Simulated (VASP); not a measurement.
Input of a VASP 6.6.1 run:

INCAR

```
SYSTEM = BeTe
  PREC = Accurate
  ENCUT = 520
  EDIFF = 1E-7
  ISMEAR = -5
  SIGMA = 0.1
  LREAL = .FALSE.
  LASPH = .TRUE.
  NELM = 100
  ALGO = Normal
  ISIF = 2
  LWAVE = .FALSE.
  LCHARG = .FALSE.
  GGA = PE
  NBANDS = 11
```

KPOINTS

```
Automatic mesh
0
G
  11 11 11
  0 0 0
```

The input POSCAR:

```
BeTe
1.0
    0.0000000000      2.7700000000      2.7700000000
    2.7700000000      0.0000000000      2.7700000000
    2.7700000000      2.7700000000      0.0000000000
Be Te
1 1
Direct
    0.0000000000      0.0000000000      0.0000000000
    0.7500000000      0.7500000000      0.7500000000
```

Potentials or basis: VASP PAW PBE potentials, release 64 (Be, Te).

Launch:

```bash
$ cat potpaw_PBE.64/Be/POTCAR potpaw_PBE.64/Te/POTCAR > POTCAR
$ mpirun -np 1 vasp_std > vasp.out
```

**Question.** Estimate the band gap on the k mesh.

**Answer.** 1.87 eV, indirect (least direct gap 3.56 eV).

**Question.** Predict the pressure.

**Answer.** 4.5 GPa.

Caveat: spin-orbit coupling is left out, which moves the levels of the heavy elements; an odd mesh through Γ misses points on the zone boundary, where band edges often lie. As with any semilocal functional, this PBE gap is likely too small.
